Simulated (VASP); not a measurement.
Consider the following.

```yaml
crystal:
  lattice:
    - [0.00000, 3.09193, 3.09193]
    - [3.09193, 0.00000, 3.09193]
    - [3.09193, 3.09193, 0.00000]
  atoms:
    - { symbol: Zn, position: [0.00000, 0.00000, 0.00000] }
    - { symbol: Te, position: [0.25000, 0.25000, 0.25000] }
```

These are Hartree-Fock, VASP's PBE PAW potentials (set 64) (plane waves; VASP 6.6.1) values and carry that method's errors. Settings: 520 eV cut-off, 6×6×6 Γ-centred mesh, Gaussian smearing of 0.050 eV, potentials Zn Te.

Unless said otherwise, spin-orbit coupling is left out, though it shifts the bands of the heavy elements here.

Question: Estimate the energy per atom (σ→0), pressure, band gap (over the mesh, the named points and PBE's band edges) with the smallest direct gap where there is one.

Answer: 
- band gap (over the mesh, the named points and PBE's band edges): 7.03 eV
- smallest direct gap (over the mesh, the named points and PBE's band edges): 7.03 eV
- energy per atom (σ→0): -6.485 eV/atom
- pressure: 2.00 GPa

The compound is ZnTe in the zinc blende structure. It was relaxed first.
